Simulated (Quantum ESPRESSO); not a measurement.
The system is Nb.

```
Nb
1.0
    -1.66395    1.66395    1.66395
     1.66395   -1.66395    1.66395
     1.66395    1.66395   -1.66395
Nb
1
Direct
  0.00000 0.00000 0.00000
```

```yaml
Program: Quantum ESPRESSO 7.5
Task: phonon dispersion
Functional: PBE
Potentials_or_basis: GBRV 1.5 PBE
Cutoff: 612 eV
Density_cutoff: 4898 eV
k_mesh: 10 × 10 × 10
Occupations: cold, width 0.2 eV
Spin: no spin polarisation
Mixing_beta: 0.5
Most_SCF_iterations: 120
SCF_threshold: 2e-10 Ry
q_mesh: 2 × 2 × 2
```

The cell and the atoms were relaxed first, to 18.11 Å³/atom (a = 2.865 Å, b = 2.865 Å, c = 2.865 Å, α = 109.47°, β = 109.47°, γ = 109.47°), and the response was taken there.

Q: What are the zero-point energy, and the vibrational entropy and heat capacity at 298.15 K?

A: Zero-point energy 23.0 meV/atom; entropy 4.71 k_B/atom (39.2 J/(K·mol of atoms)); Cv 2.91 k_B/atom, 97 % of the classical limit. These are harmonic values without the electrons' part.

Phonon frequencies at the corners of the path (cm⁻¹, interpolated; i marks imaginary ones):
```csv
point,frequencies
Γ,0 0 0
H,196 196 196
N,99 122 145
P,115 115 115
```

Harmonic thermodynamics per atom at this volume (zero-point energy 23.0 meV, Debye temperature from the second moment 236 K):
```csv
T (K),free energy (meV),entropy (k_B),heat capacity Cv (k_B)
50,22.3,0.53,1.20
100,17.4,1.77,2.31
200,-6.3,3.57,2.80
298.15,-41.6,4.71,2.91
500,-137.9,6.23,2.97
800,-318.6,7.63,2.99
```

Phonon states per cell in windows of 10 cm⁻¹ (negative: imaginary):
| from (cm⁻¹) | total |
| --- | --- |
| 0 | 0.00 |
| 10 | 0.00 |
| 20 | 0.01 |
| 30 | 0.01 |
| 40 | 0.03 |
| 50 | 0.04 |
| 60 | 0.06 |
| 70 | 0.09 |
| 80 | 0.13 |
| 90 | 0.21 |
| 100 | 0.34 |
| 110 | 0.38 |
| 120 | 0.49 |
| 130 | 0.37 |
| 140 | 0.30 |
| 150 | 0.21 |
| 160 | 0.15 |
| 170 | 0.11 |
| 180 | 0.07 |
| 190 | 0.02 |

A q mesh this small can miss soft modes between its points.

Caveat: the mesh is thin for the phonons of a metal; the q mesh is small, so phonon branches between its points and thermal values are rough.
